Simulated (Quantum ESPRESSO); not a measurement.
# Ag (P6_3/mmc) in Quantum ESPRESSO: notebook, part 2 of 2

Quantum ESPRESSO 7.5. Earlier steps stand in the parts before.

### Step 3. Band structure, LDA

pw.in

```
&CONTROL
  calculation = 'scf'
  prefix = 'pwscf'
  outdir = './tmp'
  pseudo_dir = './pseudo'
  tprnfor = .true.
  tstress = .true.
  disk_io = 'low'
/
&SYSTEM
  ibrav = 0
  celldm(1) = 8
  nat = 2
  ntyp = 1
  ecutwfc = 86
  nbnd = 27
  occupations = 'smearing'
  smearing = 'fd'
  degauss = 0.00367493
/
&ELECTRONS
  conv_thr = 4d-10
  electron_maxstep = 120
  mixing_beta = 0.5
/
ATOMIC_SPECIES
Ag   107.8682 Ag.upf
CELL_PARAMETERS alat
  0.6921121931442   0.0000000000000   0.0000000000000
 -0.3460560965721   0.5993867415346   0.0000000000000
  0.0000000000000   0.0000000000000   1.1314735171197
ATOMIC_POSITIONS crystal
Ag     0.6666666667    0.3333333333    0.7500000000
Ag     0.3333333333    0.6666666667    0.2500000000
K_POINTS automatic
10 10 6 0 0 0
```

bands.in

```
&CONTROL
  calculation = 'bands'
  prefix = 'pwscf'
  outdir = './tmp'
  pseudo_dir = './pseudo'
  disk_io = 'low'
  verbosity = 'high'
/
&SYSTEM
  ibrav = 0
  celldm(1) = 8
  nat = 2
  ntyp = 1
  ecutwfc = 86
  nbnd = 27
  occupations = 'smearing'
  smearing = 'fd'
  degauss = 0.00367493
/
&ELECTRONS
  conv_thr = 1d-08
  electron_maxstep = 120
  mixing_beta = 0.5
  diago_full_acc = .true.
  startingwfc = 'random'
/
ATOMIC_SPECIES
Ag   107.8682 Ag.upf
CELL_PARAMETERS alat
  0.6921121931442   0.0000000000000   0.0000000000000
 -0.3460560965721   0.5993867415346   0.0000000000000
  0.0000000000000   0.0000000000000   1.1314735171197
ATOMIC_POSITIONS crystal
Ag     0.6666666667    0.3333333333    0.7500000000
Ag     0.3333333333    0.6666666667    0.2500000000
K_POINTS crystal
60
 0.0000000000  0.0000000000  0.0000000000 1
 0.0625000000  0.0000000000  0.0000000000 1
 0.1250000000  0.0000000000  0.0000000000 1
 0.1875000000  0.0000000000  0.0000000000 1
 0.2500000000  0.0000000000  0.0000000000 1
 0.3125000000  0.0000000000  0.0000000000 1
 0.3750000000  0.0000000000  0.0000000000 1
 0.4375000000  0.0000000000  0.0000000000 1
 0.5000000000  0.0000000000  0.0000000000 1
 0.4583333333  0.0833333333  0.0000000000 1
 0.4166666667  0.1666666667  0.0000000000 1
 0.3750000000  0.2500000000  0.0000000000 1
 0.3333333333  0.3333333333  0.0000000000 1
 0.2962962963  0.2962962963  0.0000000000 1
 0.2592592593  0.2592592593  0.0000000000 1
 0.2222222222  0.2222222222  0.0000000000 1
 0.1851851852  0.1851851852  0.0000000000 1
 0.1481481481  0.1481481481  0.0000000000 1
 0.1111111111  0.1111111111  0.0000000000 1
 0.0740740741  0.0740740741  0.0000000000 1
 0.0370370370  0.0370370370  0.0000000000 1
 0.0000000000  0.0000000000  0.0000000000 1
 0.0000000000  0.0000000000  0.1250000000 1
 0.0000000000  0.0000000000  0.2500000000 1
 0.0000000000  0.0000000000  0.3750000000 1
 0.0000000000  0.0000000000  0.5000000000 1
 0.0625000000  0.0000000000  0.5000000000 1
 0.1250000000  0.0000000000  0.5000000000 1
 0.1875000000  0.0000000000  0.5000000000 1
 0.2500000000  0.0000000000  0.5000000000 1
 0.3125000000  0.0000000000  0.5000000000 1
 0.3750000000  0.0000000000  0.5000000000 1
 0.4375000000  0.0000000000  0.5000000000 1
 0.5000000000  0.0000000000  0.5000000000 1
 0.4666666667  0.0666666667  0.5000000000 1
 0.4333333333  0.1333333333  0.5000000000 1
 0.4000000000  0.2000000000  0.5000000000 1
 0.3666666667  0.2666666667  0.5000000000 1
 0.3333333333  0.3333333333  0.5000000000 1
 0.3000000000  0.3000000000  0.5000000000 1
 0.2666666667  0.2666666667  0.5000000000 1
 0.2333333333  0.2333333333  0.5000000000 1
 0.2000000000  0.2000000000  0.5000000000 1
 0.1666666667  0.1666666667  0.5000000000 1
 0.1333333333  0.1333333333  0.5000000000 1
 0.1000000000  0.1000000000  0.5000000000 1
 0.0666666667  0.0666666667  0.5000000000 1
 0.0333333333  0.0333333333  0.5000000000 1
 0.0000000000  0.0000000000  0.5000000000 1
 0.5000000000  0.0000000000  0.5000000000 1
 0.5000000000  0.0000000000  0.3750000000 1
 0.5000000000  0.0000000000  0.2500000000 1
 0.5000000000  0.0000000000  0.1250000000 1
 0.5000000000  0.0000000000  0.0000000000 1
 0.3333333333  0.3333333333  0.0000000000 1
 0.3333333333  0.3333333333  0.1000000000 1
 0.3333333333  0.3333333333  0.2000000000 1
 0.3333333333  0.3333333333  0.3000000000 1
 0.3333333333  0.3333333333  0.4000000000 1
 0.3333333333  0.3333333333  0.5000000000 1
```

Potentials or basis: PseudoDojo 0.4.1 SR LDA standard.

Launch:

```bash
$ OMP_NUM_THREADS=1 pw.x -in pw.in > pw.out
$ OMP_NUM_THREADS=1 pw.x -in bands.in > bands.out
```

pw.out:

```text
This program is part of the open-source Quantum ESPRESSO suite
     for quantum simulation of materials; please cite
[... 9 lines left out ...]
     --------------------
     sticks:   dense  smooth     PW     G-vecs:    dense   smooth      PW
     Sum         733     733    211                25913    25913    4055

     Using Slab Decomposition

     bravais-lattice index     =            0
     lattice parameter (alat)  =       8.0000  a.u.
     unit-cell volume          =     240.3245 (a.u.)^3
     number of atoms/cell      =            2
     number of atomic types    =            1
     number of electrons       =        38.00
     number of Kohn-Sham states=           27
     kinetic-energy cutoff     =      86.0000  Ry
     charge density cutoff     =     344.0000  Ry
     scf convergence threshold =      4.0E-10
     mixing beta               =       0.5000
     number of iterations used =            8  plain     mixing
     Exchange-correlation= SLA  PW   NOGX NOGC
                           (   1   4   0   0   0   0   0)

     celldm(1)=   8.000000  celldm(2)=   0.000000  celldm(3)=   0.000000
     celldm(4)=   0.000000  celldm(5)=   0.000000  celldm(6)=   0.000000

     crystal axes: (cart. coord. in units of alat)
               a(1) = (   0.692112   0.000000   0.000000 )
               a(2) = (  -0.346056   0.599387   0.000000 )
               a(3) = (   0.000000   0.000000   1.131474 )

     reciprocal axes: (cart. coord. in units 2 pi/alat)
               b(1) = (  1.444852  0.834186 -0.000000 )
               b(2) = (  0.000000  1.668372  0.000000 )
               b(3) = (  0.000000 -0.000000  0.883803 )

     PseudoPot. # 1 for Ag read from file:
     Ag.upf
     Pseudo is Norm-conserving + core correction, Zval = 19.0
     Generated using ONCVPSP code by D. R. Hamann
     Using radial grid of 1484 points,  6 beta functions with:
                l(1) =   0
                l(2) =   0
                l(3) =   1
                l(4) =   1
                l(5) =   2
                l(6) =   2

     atomic species   valence    mass     pseudopotential
     Ag               19.00   107.86820     Ag( 1.00)

     24 Sym. Ops., with inversion, found (12 have fractional translation)

   Cartesian axes

     site n.     atom                  positions (alat units)
         1        Ag     tau(   1) = (   0.3460561   0.1997956   0.8486051  )
         2        Ag     tau(   2) = (  -0.0000000   0.3995912   0.2828684  )

     number of k points=    56  Fermi-Dirac smearing, width (Ry)=  0.0037
                       cart. coord. in units 2pi/alat
        k(    1) = (   0.0000000   0.0000000   0.0000000), wk =   0.0033333
        k(    2) = (   0.0000000   0.0000000   0.1473005), wk =   0.0066667
        k(    3) = (   0.0000000   0.0000000   0.2946011), wk =   0.0066667
        k(    4) = (   0.0000000   0.0000000  -0.4419016), wk =   0.0033333
        k(    5) = (   0.0000000   0.1668372   0.0000000), wk =   0.0200000
        k(    6) = (   0.0000000   0.1668372   0.1473005), wk =   0.0400000
[... 48 lines left out ...]
        k(   55) = (   0.4334557   0.7507674   0.2946011), wk =   0.0400000
        k(   56) = (   0.4334557   0.7507674  -0.4419016), wk =   0.0200000

     Dense  grid:    25913 G-vectors     FFT dimensions: (  36,  36,  54)

     Initial potential from superposition of free atoms

     starting charge      37.9994, renormalised to      38.0000
     Starting wfcs are   20 randomized atomic wfcs +    7 random wfcs

     Self-consistent Calculation

     iteration #  1     ecut=    86.00 Ry     beta= 0.50
     Davidson diagonalization with overlap
     ethr =  1.00E-02,  avg # of iterations =  3.7

     Threshold (ethr) on eigenvalues was too large:
     Diagonalizing with lowered threshold

     Davidson diagonalization with overlap
     ethr =  3.60E-04,  avg # of iterations =  1.5

     total energy              =    -619.89164343 Ry
     estimated scf accuracy    <       0.13836145 Ry
[... 43 lines left out ...]
     iteration #  8     ecut=    86.00 Ry     beta= 0.50
     Davidson diagonalization with overlap
     ethr =  6.13E-12,  avg # of iterations =  1.0

     End of self-consistent calculation

          k = 0.0000 0.0000 0.0000 (  3249 PWs)   bands (ev):

   -75.5715 -75.5574 -39.1880 -39.0662 -39.0662 -39.0488 -39.0450 -39.0450
     8.5054   9.9343  11.4557  11.5544  11.5544  11.7773  11.7773  12.1113
    12.1113  13.0684  13.0684  15.7159  19.3414  31.7567  33.5835  33.7331
    33.7331  33.8724  36.0594
[... 150 lines left out ...]
   -75.5562 -75.5538 -39.1827 -39.1706 -39.1017 -39.0909 -39.0811 -39.0746
     9.9424  10.1940  10.7333  10.8327  11.8428  12.4398  12.7046  13.2502
    13.2787  13.3000  16.3444  17.2429  20.7108  20.8373  27.7944  28.7463
    28.8641  30.9646  32.1834

          k = 0.0000-0.8342-0.4419 (  3248 PWs)   bands (ev):

   -75.5550 -75.5550 -39.1804 -39.1804 -39.0876 -39.0876 -39.0828 -39.0828
    10.0692  10.0692  10.6939  10.6939  12.2526  12.2526  13.0221  13.0221
    13.2751  13.2751  16.8160  16.8160  20.3379  20.3379  29.2584  29.2584
    29.9145  29.9145  32.4925
[... 220 lines left out ...]
   -75.5540 -75.5540 -39.1612 -39.1612 -39.1260 -39.1260 -39.0766 -39.0766
    10.6411  10.6411  11.1392  11.1392  11.6263  11.6263  12.1778  12.1778
    13.1344  13.1344  19.0613  19.0613  21.9064  21.9064  22.2734  22.2734
    31.6253  31.6253  34.2218

     the Fermi energy is    16.0242 ev

!    total energy              =    -619.93629157 Ry
     estimated scf accuracy    <          1.6E-10 Ry
     smearing contrib. (-TS)   =      -0.00040579 Ry
     internal energy E=F+TS    =    -619.93588578 Ry

     The total energy is F=E-TS. E is the sum of the following terms:
     one-electron contribution =    -250.55771876 Ry
     hartree contribution      =     145.23166807 Ry
     xc contribution           =     -92.03488431 Ry
     ewald contribution        =    -422.57495078 Ry

     convergence has been achieved in   8 iterations

     Forces acting on atoms (cartesian axes, Ry/au):

     atom    1 type  1   force =    -0.00000000   -0.00000000    0.00000000
     atom    2 type  1   force =     0.00000000    0.00000000    0.00000000

     Total force =     0.000000     Total SCF correction =     0.000000

     Computing stress (Cartesian axis) and pressure

          total   stress  (Ry/bohr**3)                   (kbar)     P=     -104.72
  -0.00069843   0.00000000   0.00000000         -102.74        0.00        0.00
   0.00000000  -0.00069843   0.00000000            0.00     -102.74        0.00
   0.00000000   0.00000000  -0.00073873            0.00        0.00     -108.67

=------------------------------------------------------------------------------=
   JOB DONE.
=------------------------------------------------------------------------------=
```

Run time: 34 s. Hardware: 1 thread of AMD EPYC 9R45 (Zen 5), shared host; peak memory 0.13 GiB.

Results:

```yaml
Free_energy: -8434.6629 eV
Pressure: -10.5 GPa
Band_gap_on_the_k_mesh: none (metal or under the smearing width)
```

Levels at the corners of the path, in eV from the Fermi level:
```csv
point,band 16,band 17,band 18,band 19,band 20,band 21,band 22,band 23
Γ,-3.91,-3.91,-2.96,-2.96,-0.31,3.32,15.73,17.56
M,-2.83,-2.78,-2.70,0.14,1.45,6.63,6.94,8.91
K,-3.09,-3.09,-2.98,2.98,2.98,3.12,8.97,9.75
Γ,-3.91,-3.91,-2.96,-2.96,-0.31,3.32,15.73,17.56
A,-4.34,-3.25,-3.25,-3.25,-3.25,10.80,10.80,16.06
L,-3.00,-2.75,-2.75,0.79,0.79,4.31,4.31,13.23
H,-3.87,-2.92,-2.92,3.98,3.98,5.47,5.47,5.52
A,-4.34,-3.25,-3.25,-3.25,-3.25,10.80,10.80,16.06
L,-3.00,-2.75,-2.75,0.79,0.79,4.31,4.31,13.23
M,-2.83,-2.78,-2.70,0.14,1.45,6.63,6.94,8.91
K,-3.09,-3.09,-2.98,2.98,2.98,3.12,8.97,9.75
H,-3.87,-2.92,-2.92,3.98,3.98,5.47,5.47,5.52
```
